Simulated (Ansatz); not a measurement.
Computed with Ansatz 0.2.0, DFT PBE, scalar-relativistic, plane waves, PAW. Settings: cutoff 420 eV, Γ-centred meshes spaced at most about 0.3 Å⁻¹, and about 0.25 Å⁻¹ or finer for metals (2π included), Gaussian smearing. No spin polarisation in the final relaxations.

Temperature and zero-point effects are left out. All come from trial cells, and lower structures may exist.

Question: These unrelaxed guesses for Li are each relaxed within their symmetry. Order them by the energy at which they end, lowest first.
A.

```
Li
1.0
     1.70855   -2.18843    0.00000
     1.70855    2.18843    0.00000
     0.00000    0.00000    1.94692
Li
1
Direct
  0.50000 0.50000 0.00000
```

B.

```
Li
1.0
     2.17842    0.00000    0.00000
     0.00000    2.39992    0.00000
     0.00000    0.00000    3.87502
Li
1
Direct
  0.50000 0.50000 0.50000
```

Answer: A (ends in P6/mmm, simple hexagonal type, 0 meV/atom), B (ends in Pm-3m, simple cubic type, 54 meV/atom).

Cells relaxed within their symmetry can be saddle points; a later kick test found a lower structure for Li Pm-3m. The part of the Crystallography Open Database at hand lists Li in space groups No. 166, 191, 194, 225, 229; sharing a group (P6/mmm) doesn't make a cell the listed structure. Some structure types and database cells were kept out of the candidates from the start, so a known form may be missing.
